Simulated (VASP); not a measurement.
Set up this calculation in VASP 6.6.1, as the native input.

```
Task                   : band structure
Functional             : PBE
Dispersion             : D3(BJ)
Potentials or basis    : VASP PAW PBE potentials, release 64 (B, N)
Cutoff                 : 520 eV
k mesh                 : 9 × 9 × 1
Occupations            : gaussian, width 0.03 eV
Spin                   : no spin polarisation
Dipole correction      : yes
Further INCAR settings : ALGO = Normal; EDIFF = 1e-06; NBANDS = 21
```

The structure of BN lies in POSCAR:

```
BN                                      
1.0
    2.5072829611      0.0000000000      0.0000000000
   -1.2536414805      2.1713707339      0.0000000000
    0.0000000000      0.0000000000     24.6357000000
  B               N             
     3     3
Direct
     0.6666666699999979    0.3333333300000021    0.3653495667955701
     0.3333333300000021    0.6666666699999979    0.5000000000000000
     0.6666666699999979    0.3333333300000021    0.6346504332044300
     0.3333333300000021    0.6666666699999979    0.3652778345470445
     0.6666666699999979    0.3333333300000021    0.5000000000000000
     0.3333333300000021    0.6666666699999979    0.6347221654529555
```

One way to write it, as run:

INCAR

```
PREC = Accurate
ENCUT = 520
EDIFF = 1E-6
ISMEAR = 0
SIGMA = 0.03
LREAL = False
LASPH = True
NELM = 80
ALGO = Normal
ISIF = 2
LWAVE = False
LCHARG = False
LDIPOL = True
IDIPOL = 3
DIPOL = 0.5 0.5 0.500
GGA = PE
IVDW = 12
NBANDS = 21
LVHAR = True
LVACPOTAV = True
KPAR = 4
```

KPOINTS

```
Automatic mesh
0
Gamma
  9 9 1
```

KPOINTS_OPT

```
explicit points
3
Reciprocal
 0.0000000000  0.0000000000  0.0000000000 1
 0.5000000000  0.0000000000  0.0000000000 1
 0.3333333300  0.3333333300  0.0000000000 1
```

Potentials or basis: VASP PAW PBE potentials, release 64 (B, N).

Run with:

```sh
$ cat potpaw_PBE.64/B/POTCAR potpaw_PBE.64/N/POTCAR > POTCAR
$ mpirun -np 4 vasp_std > vasp.out
```

It gave:

```
Largest force                          : 0.004 eV/Å
Band gap on the k mesh                 : 4.45 eV, indirect (least direct gap 4.65 eV)
Band gap along the path                : 4.35 eV, indirect (least direct gap 4.65 eV)
Dispersion energy per atom             : -0.117 eV
Ionisation potential of the upper face : 5.85 eV
```

Run time: 16 s on 4 MPI ranks on Intel(R) Xeon(R) 6975P-C (Granite Rapids) (shared host), peak memory 0.28 GiB a rank.
